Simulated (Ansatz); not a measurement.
# TiO2: the cost of one run

Computed with Ansatz 0.2.0 (DFT PBE, scalar-relativistic, plane waves, PAW, unless a step's input says otherwise).

3 further runs of the same task are left out: 3 set aside as unsound or not needed. Runs told in other sessions of the task aren't counted.

## 1. Starting point

Symmetry: I-42d, No. 122, tetragonal system. Conventional cell: a = 5.026 Å, b = 5.026 Å, c = 7.372 Å, α = 90.00°, β = 90.00°, γ = 90.00°. Around Si (site symmetry -4) lie 4 O at 1.63 Å. O (site symmetry 2) has 2 Si at 1.63 Å in its first shell of neighbours.

Structure file:

```
Si O
1.0
    -2.51315    2.51315    3.68587
     2.51315   -2.51315    3.68587
     2.51315    2.51315   -3.68587
Si O
2 4
Direct
  0.00000 0.00000 0.00000
  0.75000 0.25000 0.50000
  0.37500 0.21748 0.34248
  0.96748 0.62500 0.84248
  0.78252 0.12500 0.15752
  0.87500 0.03252 0.65752
```

It goes back to an entry of the Materials Project, which need not be the stable form.

This cell was relaxed beforehand with the same method: volume 15.52 Å³/atom, gap on the mesh 5.74 eV.

## 2. The substitution Si → Ti

The start of TiO2: fractional positions of relaxed SiO2, cell scaled by 1.121, a guess from tabulated radii. Atoms that may carry a moment start with parallel spins.

## 3. A first look at the start (TiO2)

Contents of input.yaml:

```yaml
crystal:
  lattice:
    - [-2.8184434745, 2.8184434745, 4.1336266078]
    - [2.8184434745, -2.8184434745, 4.1336266078]
    - [2.8184434745, 2.8184434745, -4.1336266078]
  atoms:
    - { symbol: Ti, position: [0.0, 0.0, 0.0], spin: 1.0 }
    - { symbol: Ti, position: [0.75, 0.25, 0.5], spin: 1.0 }
    - { symbol: O, position: [0.375, 0.2174786205, 0.3424786205] }
    - { symbol: O, position: [0.9674786205, 0.625, 0.8424786205] }
    - { symbol: O, position: [0.7825213795, 0.125, 0.1575213795] }
    - { symbol: O, position: [0.875, 0.0325213795, 0.6575213795] }
basis:
  ecutwfc: 420
kpoints:
  mp_grid: { grid: [4, 4, 4] }
hamiltonian:
  xc: pbe
scf:
  occupations: { method: gaussian, width: 0.1 }
  lower_state_search: "off"
output:
  forces: true
  stress: true
  eigenvalues: true
  populations: true
magnetization:
  spin_polarized: true
```

On the command line:

```sh
ansatz run input.yaml --threads 1 --pin off --max-ram 2560MiB --backend cpu --events-out ev --progress --plain --runs-dir out
```

Q: Estimate wall time and peak memory on 1 thread of Arm Neoverse V1, shared host.

About 19 s, with a peak of 0.38 GiB.
